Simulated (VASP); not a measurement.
The system is C.

```
CELL_PARAMETERS angstrom
2.46100 0.00000 0.00000
-1.23050 2.13129 0.00000
0.00000 0.00000 6.70800
ATOMIC_POSITIONS crystal
C 0.00000 0.00000 0.25000
C 0.33333 0.66667 0.25000
C 0.00000 0.00000 0.75000
C 0.33333 0.66667 0.75000
```

The cell was built by a generator and needn't be a form met in nature.

Base run:

```yaml
Program: VASP 6.6.1
Functional: PBE
Dispersion: D3(BJ)
Potentials_or_basis: VASP PAW PBE potentials, release 64 (C)
Cutoff: 520 eV
k_mesh: 16 × 16 × 4
Occupations: fermi-dirac, width 0.05 eV
Spin: no spin polarisation
```

Its results: band gap on the k mesh 0.12 eV; pressure 2.5 GPa.

**Question.** The run is repeated on the same cell with these changes: dispersion from D3(BJ) to D2. What comes out?

**Answer.** Band gap on the k mesh 0.12 eV; pressure 1.3 GPa.

A k mesh can miss the band edges.
